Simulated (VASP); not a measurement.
The input files of a VASP run:

File POSCAR:
```
CoPt
1
    2.6937212347     0.0000000000     0.0000000000
    0.0000000000     2.6937212347     0.0000000000
   -0.0000000000     0.0000000000     3.7168379638
Co Pt
1 1
Direct
  0.0000000000   0.0000000000   0.0000000000
  0.5000000000   0.5000000000   0.5000000000
```

**INCAR**
```
! general
SYSTEM  = CoPt
PREC    = Accurate
ENCUT   = 520
LREAL   = F
LASPH   = T   ! aspherical one-centre terms

! electronic loop
EDIFF   = 1E-7   ! SCF stop (eV)
NELM    = 100
ALGO    = Normal   ! blocked Davidson
LMAXMIX = 6   ! l cut-off of mixed one-centre charges

! smearing
ISMEAR  = -5

! functional
GGA     = PE

! spin
ISPIN   = 2
MAGMOM  = 1.9 0.4

! ions
ISIF    = 2

! output
LWAVE   = F
LCHARG  = T
LORBIT  = 11   ! lm-projected
NEDOS   = 601   ! DOS grid
```

File KPOINTS:
```
K-points
0
Gamma
15 15 11
```

POTCAR, in this order: Co Pt (PBE.64 set). Program: vasp_std.

Question: Write an equivalent input for Ansatz.

Answer: One equivalent input (not run):
Ansatz 0.2 input:
```yaml
crystal:
  lattice:
    - [2.6937212, 0.0000000, 0.0000000]
    - [0.0000000, 2.6937212, 0.0000000]
    - [0.0000000, 0.0000000, 3.7168380]
  atoms:
    - { symbol: Co, position: [0.0000000, 0.0000000, 0.0000000], spin: 1.9 }
    - { symbol: Pt, position: [0.5000000, 0.5000000, 0.5000000], spin: 0.4 }
kpoints:
  mp_grid: { grid: [15, 15, 11] }
hamiltonian:
  xc: pbe
  pseudopotentials: { kind: paw }
magnetization: { spin_polarized: true }
scf:
  occupations: { method: tetrahedron }
  max_iter: 100
output: { forces: true, stress: true, eigenvalues: true }
```
Limits of the translation: each code has its own PAW files, so the cut-off isn't converted (ENCUT is set for VASP's; basis.ecutwfc is left out, and Ansatz then takes the one that its files recommend); Ansatz stops its SCF on the density residual and VASP on the energy change (EDIFF).

The compound is CoPt in the L1_0 structure. It was relaxed first.
